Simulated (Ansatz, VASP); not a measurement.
Sb: VASP beside Ansatz

```
Sb
1.0
    -4.08304    4.08304    2.05214
     4.08304   -4.08304    2.05214
     4.08304    4.08304   -2.05214
Sb
4
Cartesian
  1.2352 5.3183 0.0000
  2.8478 1.2352 0.0000
  2.8478 -1.2352 2.0521
  1.2352 2.8478 2.0521
```

This isn't the form of Sb at room conditions, which is rhombohedral.

Alike in both runs: task single point; functional PBE; k mesh 7 × 7 × 7; occupations fermi-dirac, width 0.05 eV; no spin polarisation.

|  | VASP | Ansatz |
| --- | --- | --- |
| version | VASP 6.6.1 | Ansatz 0.2.0 |
| potentials or method | VASP PAW PBE potentials, release 64 (Sb) | Ansatz PAW |
| plane-wave cutoff (eV) | 520 | 420 |
| valence electrons in the cell | 20 | 60 |

VASP gave:

| Quantity | Value |
| --- | --- |
| gap on the k mesh at the Fermi level (eV) | none |
| pressure (GPa) | -0.4 |
| rms of the force components (eV/Å) | 0.035 |

Estimate Ansatz's values.

gap on the k mesh at the Fermi level (eV): none; pressure (GPa): -0.3; rms of the force components (eV/Å): 0.030.

Atom by atom the forces differ by 0.006 eV/Å (rms over components). A gap of «none» marks a metal or a gap that the smearing closes. The two sets of potentials don't hold the same shells in valence.

Spin-orbit coupling is left out, which matters for the levels of Sb.
